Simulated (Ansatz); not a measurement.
Calculated with Ansatz (gas phase, PBE0-D4/def2-TZVP geometries, no zero-point term in ΔE). CBS: MP2 limit from def2 TZ/QZ plus the TZ coupled-cluster correction, frozen cores. Functionals use def2-TZVPP. HSE06 is defined as in plane-wave codes. For Ge outer-core shells are correlated without core-valence functions, which leaves a few kJ/mol of doubt a bond. Scalar relativity is left out up to krypton. One conformer a species, not always the lowest.

Reaction (ligand exchange at a Ge–N bond): `OB(Cl)[NH][GeH3]` + acetic acid → `CC(=O)[O][GeH3]` + `NB(O)Cl`

| level | ΔE (kcal/mol) |
| --- | --- |
| revPBE-D4 | -9.3 |
| PBE0-D4 | -9.1 |
| PBE-QIDH | -9.2 |
| r2SCAN0 | -9.8 |
| HSE06 | -9.3 |
| HF/def2-SVP | -9.7 |
| SCS-MP2/def2-TZVPP | -9.4 |
| CCSD/CBS(def2) | -8.9 |

Task: What does CCSD(T)/CBS give? (Best estimate.)

Result: The calculation gave: -8.9 kcal/mol. The listed levels differ from it by -0.4, -0.2, -0.3, -0.9, -0.4, -0.8, -0.5, 0.0 kcal/mol.

Task: What do rigid-rotor, harmonic-oscillator terms from PBE0-D4/def2-TZVP frequencies (298.15 K, 1 bar) make of the CCSD(T)/CBS value? (Estimate.)

Result: Computed: ΔZPE = 0.0 kcal/mol, ΔH = -8.9 kcal/mol, ΔS = -2 J/(mol·K), ΔG = -8.7 kcal/mol.

Largest T1 diagnostic among the species: 0.015.

Leaving LDA and LC-ωPBE aside and taking each functional with its dispersion term where it has one, the values, not all of them listed here, spread over 1.2 kcal/mol, from B97M-V to HSE06-D4. In def2-TZVPP, CCSD(T) changes the Hartree–Fock value by +1.6 kcal/mol (the triples alone add −0.0 kcal/mol) and MP2 by +1.7 kcal/mol.

CCSD(T)/CBS has its own doubt, a few kJ/mol and more with outer-core shells, so smaller differences from it don't rank the levels.
